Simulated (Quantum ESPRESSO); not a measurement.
# SiO2: equation of state with LDA

SiO2:

```
Si O
1.0
     4.97559    0.00000    0.00000
     0.00000    4.97559    0.00000
     0.00000    0.00000    6.90089
Si O
4 8
Direct
  0.80325 0.80325 0.50000
  0.69675 0.30325 0.25000
  0.30325 0.69675 0.75000
  0.19675 0.19675 0.00000
  0.76176 0.11039 0.43204
  0.88961 0.23824 0.06796
  0.11039 0.76176 0.56796
  0.26176 0.38961 0.81796
  0.23824 0.88961 0.93204
  0.73824 0.61039 0.31796
  0.38961 0.26176 0.18204
  0.61039 0.73824 0.68204
```

The cell comes from a database or a generator and needn't be the stable form of this composition.

* Program: Quantum ESPRESSO 7.5
* Task: equation of state
* Functional: LDA
* Potentials or basis: GBRV 1.5 LDA
* Cutoff: 612 eV
* Density cutoff: 4898 eV
* k mesh: 6 × 6 × 4
* Occupations: fermi-dirac, width 0.05 eV
* Spin: no spin polarisation

```json
{"Equilibrium volume": "14.14 Å³/atom", "Bulk modulus at fixed shape and positions": "176 GPa", "Pressure derivative of the bulk modulus": "4.1"}
```

Energy against volume, from the lowest point:
| volume (Å³/atom) | energy (meV/atom) |
| --- | --- |
| 13.383 | 24.28 |
| 13.667 | 8.97 |
| 13.952 | 1.11 |
| 14.237 | 0.00 |
| 14.522 | 4.97 |
| 14.806 | 15.44 |
| 15.091 | 30.86 |

All runs of the series together: 13 min on 2 threads of Arm Neoverse V1 (shared host).

Caveat: the cell was scaled at fixed shape and fractional positions, which overstates the stiffness of a crystal with free parameters, most of all of layers and chains.
